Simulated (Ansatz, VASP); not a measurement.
# InSb: VASP beside Ansatz, part 2 of 2

Aim: how closely do two programs agree when they are given the same cell, functional and k mesh? The cell is taken from a series of VASP runs on this material, whose earlier steps may have relaxed, scaled or displaced it; both programs get it as it stands.

VASP 6.6.1 and Ansatz 0.2.0.

So far: The structure; Ansatz: zone-centre phonons, PBE; VASP: zone-centre phonons, PBE; Differences.

**5. What the set-up changes**

Further runs change the set-up of one program: Ansatz's method, potentials or start, or VASP's data sets, cutoff or form of LDA. The table gives Ansatz less VASP for each quantity, since a change that brings one quantity closer may part another.

```
                              run  optical mode 1 to 3 (%)
                         as above                    -0.14
Ansatz's all-electron LAPW method                   -0.094
```

**6. VASP: relaxation of cell and atoms, r2SCAN with rVV10**

The relaxed volume is the usual yardstick between codes: its relative difference is about their pressure difference at one cell divided by the bulk modulus. The cell compared in this pair holds 69.56 Å³, against 73.02 Å³ for the pair before.

INCAR

```
SYSTEM = InSb
PREC = Accurate
ENCUT = 450
EDIFF = 1E-07
NELM = 100
ISMEAR = 0
SIGMA = 0.05
LREAL = .FALSE.
ALGO = Normal
METAGGA = R2SCAN
LUSE_VDW = .TRUE.
IVDW_NL = 2
BPARAM = 11.95
CPARAM = 0.0093
LASPH = .TRUE.
NBANDS = 15
LORBIT = 11
LWAVE = .FALSE.
LCHARG = .FALSE.
KPAR = 8
IBRION = 2
NSW = 50
ISIF = 3
EDIFFG = -0.002
```

POSCAR

```
InSb
1.0
    0.0000000000      3.2642737251      3.2642737251
    3.2642737251      0.0000000000      3.2642737251
    3.2642737251      3.2642737251      0.0000000000
Sb In
1 1
Direct
    0.7500000000      0.7500000000      0.7500000000
    0.0000000000      0.0000000000      0.0000000000
```

KPOINTS

```
Automatic mesh
0
Gamma
10 10 10
0 0 0
```

PAW data sets: Sb and In_d (PBE family, release 64).

The run is started by

```console
mpirun -np 8 vasp_std
```

Numbers of over 12 decimals in the logs are rounded to 6 here.

The program printed:

```text
[banner, memory and clock lines left out]
running    8 mpi-ranks, on    1 nodes
[...]
[... a notice as in an earlier step ...]

|                                                                             |
|               ----> ADVICE to this user running VASP <----                  |
|                                                                             |
|     You have switched on vdW-DFT.                                           |
|     This routine was written and supplied by Jiri Klimes. We recommend      |
|     that you carefully read and cite the following publications:            |
|       J. Klimes, D.R. Bowler, A. Michelides                                 |
|          J. Phys.: Cond Matt. 22 022201 (2010)                              |
|       J. Klimes, D.R. Bowler, A. Michelides                                 |
|          Phys. Rev. B. 83, 195131 (2011)                                    |
|     and references therein.                                                 |
[...]
Total rVV10 correction in eV:      0.5942492    23.4983138
Total rVV10 correction in eV:      0.5942492    23.4983138
Total rVV10 correction in eV:      0.5942492    23.4983138
DAV:   6    -0.481702179687E+02   -0.70429E-07   -0.14649E-08   761   0.103E-03
Total rVV10 correction in eV:      0.5942474    23.4983138
Total rVV10 correction in eV:      0.5942474    23.4983138
Total rVV10 correction in eV:      0.5942474    23.4983138
Total rVV10 correction in eV:      0.5942474    23.4983138
Total rVV10 correction in eV:      0.5942474    23.4983138
Total rVV10 correction in eV:      0.5942474    23.4983138
Total rVV10 correction in eV:      0.5942474    23.4983138
Total rVV10 correction in eV:      0.5942474    23.4983138
Total rVV10 correction in eV:      0.5942482    23.4983138
Total rVV10 correction in eV:      0.5942482    23.4983138
Total rVV10 correction in eV:      0.5942482    23.4983138
Total rVV10 correction in eV:      0.5942482    23.4983138
Total rVV10 correction in eV:      0.5942482    23.4983138
Total rVV10 correction in eV:      0.5942482    23.4983138
Total rVV10 correction in eV:      0.5942482    23.4983138
Total rVV10 correction in eV:      0.5942482    23.4983138
   3 F= -.48170218E+02 E0= -.48170196E+02  d E =0.420272E-06
[...]
reached required accuracy - stopping structural energy minimisation
```

OUTCAR, selected parts (step 6):

```text
  Total       -0.0022205     -0.0022205     -0.0022205      0.0000000      0.0000000     -0.0000000
  in kB       -0.0511301     -0.0511301     -0.0511301      0.0000000      0.0000000     -0.0000000
  external PRESSURE =      -0.0511301 kB  Pullay stress =       0.0000000 kB

 POSITION                                       TOTAL-FORCE (eV/Angst)
 -----------------------------------------------------------------------------------
      4.89677      4.89677      4.89677         0.000000      0.000000      0.000000
      0.00000      0.00000     -0.00000        -0.000000     -0.000000     -0.000000
 -----------------------------------------------------------------------------------
    total drift:                               -0.000002     -0.000002     -0.000002

  FREE ENERGIE OF THE ION-ELECTRON SYSTEM (eV)
  ---------------------------------------------------
  free  energy   TOTEN  =       -48.1702179687 eV

  energy  without entropy=      -48.1701735264  energy(sigma->0) =      -48.17019575

 reached required accuracy - stopping structural energy minimisation

[... 1 part as in an earlier step ...]

[... 2 further parts left out ...]
[key lines of the parts left out:]
E-fermi :   4.7200
```

The gap is under twice the smearing width, so the edge states are partly filled and the run can't tell a small gap from a semimetal.

**7. Ansatz: relaxation of cell and atoms, r2SCAN with rVV10**

The same cell, functional, mesh and smearing now go to Ansatz, which takes its cutoff from its data sets.

The cell is taken from a series of VASP runs on this material, whose earlier steps may have relaxed, scaled or displaced it; both programs get it as it stands.

input.yaml

```yaml
crystal:
  lattice:
    - [0.0, 3.2642737251, 3.2642737251]
    - [3.2642737251, 0.0, 3.2642737251]
    - [3.2642737251, 3.2642737251, 0.0]
  atoms:
    - { symbol: Sb, position: [0.75, 0.75, 0.75] }
    - { symbol: In, position: [0.0, 0.0, 0.0] }
hamiltonian:
  xc: r2scan
  pseudopotentials: { kind: paw }
  dispersion: rvv10
kpoints:
  mp_grid: { grid: [10, 10, 10] }
scf:
  occupations: { method: gaussian, width: 0.05 }
relax:
  f_tol: 0.01
  max_steps: 60
  cell: { stress_tol: 0.05 }
output:
  forces: true
  stress: true
```

The run is started by

```console
ansatz run input.yaml --threads 4 --pin off --max-ram 9216MiB --backend cpu --events-out ev --progress --plain --runs-dir out
```

The program printed:

```text
[...]
Crystal: 2 atoms, lattice volume = 69.565 Å³
Basis set: ecut = 500 eV, 1807 PW (Γ), exchange–correlation on 160×160×160 points (64 copies of the dense FFT grid, shifted against one another)
Bands: 18, of which v1, the nominal top of the filled ones, is band 14 counted from 1 (13 counted from 0)
Symmetry: 24 space group operations
[...]
P = ⅓ Tr σ = -0.0012 GPa (-0.012 kbar)
--- Relaxed structure (3 steps of the walk, 3 accepted, 1 SCFs on fresh bases) ---
  F+E_penalty+E_count = -12107.52106202 eV   max|allowed force component| = 2.776e-17 eV/Å   (the final SCF, on the basis selected at the relaxed cell)
  cell:  # Å, volume = 69.3279 Å³
    - [0, 3.260564, 3.260564]
    - [3.260564, 0, 3.260564]
    - [3.260564, 3.260564, 0]
  atoms:
    - { symbol: Sb, position: [0.750000, 0.750000, 0.750000] }
    - { symbol: In, position: [0, 0, 0] }
[key lines of the parts left out:]
SCF converged after 5 iterations
Free energy (F): -12107.521062 eV
Fermi energy:    6.991089 eV
```

It took 18 s on 4 threads of Arm Neoverse V1, shared host; peak memory 0.74 GiB.

**8. Comparison**

What differs besides the data sets and the points named for the pairs above, as far as they apply: VASP keeps PBE cores, Ansatz makes them for the functional; both relaxations stop at a tolerance, which leaves soft axes loose, and VASP keeps its plane-wave basis; the cutoff is 500 eV in Ansatz and 450 eV in VASP; Ansatz adds a Pulay correction to the stress that steers its cell, VASP none. Total energies have different zeros and are not compared.

The two programs side by side:

```
                                         quantity  Ansatz   VASP  difference
                                      volume (Å³)   69.33  69.58     -0.36 %
edge a after relaxation, in the typed setting (Å)   4.611  4.617     -0.12 %
```

The walks stopped with 0.00 GPa left in Ansatz and -0.01 GPa in VASP; each walk ends within a tolerance, so the volume difference is uncertain by about these residues over the bulk modulus, most in soft cells.

**9. Summary of results**

```yaml
r_m_s_difference_of_the_optical_zone_centre_modes_each_program_s_sorted_by_frequency_zone_centre_phonons_pbe: 0.22 cm⁻¹
difference_in_volume_relaxation_of_cell_and_atoms_r2scan_with_rvv10: -0.36 %
```

What this shows: The difference in volume is -0.36 % (relaxation of cell and atoms, r2SCAN with rVV10), within the 1.2 % picked in this series as the mark of a large difference, as far as the stopping tolerances let one tell. Zone-centre phonons, PBE, Ansatz's all-electron LAPW method: the difference in optical mode 1 to 3 goes from -0.14 to -0.094 %. How closely two codes agree says nothing of how well the functional describes the real material.

[Lines on the potential files, build, host, timing and source positions are cut from VASP's logs without a mark.]

[Logs are printed without paths, hosts, clocks, repeated set-up lines and the standing remarks that a program may print on its own settings, such as how far it seeks lower states.]

[Hosts, paths, dates, database ids (printed as entryN), source tags and the programs' standing remarks are cut or masked in the printed files.]
